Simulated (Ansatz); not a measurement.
Crystal: MnSb.

```xyz
4
Lattice="4.1500 0.0000 0.0000 -2.0750 3.5940 0.0000 0.0000 0.0000 5.7800" Properties=species:S:1:pos:R:3 pbc="T T T"
Sb    2.0750    1.1980    4.3350
Sb    0.0000    2.3960    1.4450
Mn    0.0000    0.0000    2.8900
Mn    0.0000    0.0000    0.0000
```

Base run:

| Property | Result |
| --- | --- |
| Program | Ansatz 0.2.0 |
| Functional | LDA |
| Potentials or basis | Ansatz PAW |
| Cutoff | 420 eV (not typed: the program's choice for these potentials) |
| k mesh | 7 × 7 × 5 |
| Occupations | fermi-dirac, width 0.05 eV |
| Spin | collinear spin, ferromagnetic start |
| Starting moments | [0.0, 0.0, 4.0, 4.0] μB |
| Hubbard terms | Mn d U = 4.5 eV |

Its results: band gap on the k mesh none (metal or under the smearing width); pressure 2.5 GPa; net moment 8.17 μB per cell; site moments Sb -0.18; Mn +4.19 μB.

Task: The run is repeated on the same cell with these changes: hubbard terms from Mn d U = 4.5 eV to none; hubbard projectors from ortho-atomic (the default) to none. What comes out?

Result: Band gap on the k mesh none (metal or under the smearing width); pressure -10.6 GPa; net moment 6.52 μB per cell; site moments Sb -0.10; Mn +3.30 μB.

Caveats: spin-orbit coupling is left out, which moves the levels of the heavy elements; only a ferromagnetic start was run, and an antiferromagnetic order may lie lower in energy; the PAW data sets come from PBE, with cores solved anew for the run's functional, which leaves a small shift of forces and pressure; the magnetic or orbital state may not be the lowest (some runs); the U is typed as a test and isn't derived for this compound (some runs).
